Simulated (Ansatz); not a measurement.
# BaSnO3: response to strain

Take BaSnO3 in the cubic perovskite structure (space group Pm-3m, No. 221; a = 4.122 Å) as the base. Axes: x, y, z lie along the cube axes.

Strains are applied to the cell and any free atomic positions relax; under biaxial strain the out-of-plane vector relaxes too.

Calculations: PBEsol (Ansatz, a first-principles code; PAW; 420 eV plane waves; spin-orbit coupling left out).

Base values:

| Quantity | Value |
|---|---|
| Band gap | 0.86 eV |

The aim is a band gap between 1.35 eV and 1.50 eV. Which of these changes reaches it?
(A) biaxial strain +1.43 %, plane normal [001], relaxed out of plane
(B) isotropic strain −1.47 %
(C) biaxial strain +2.45 %, plane normal [001], relaxed out of plane

B, isotropic strain −1.47 %. It gives 1.42 eV; biaxial strain +2.45 %, plane normal [001], relaxed out of plane gives 0.43 eV; biaxial strain +1.43 %, plane normal [001], relaxed out of plane gives 0.60 eV. Changes not listed may reach it too

Whether these cells are dynamically stable was not tested.
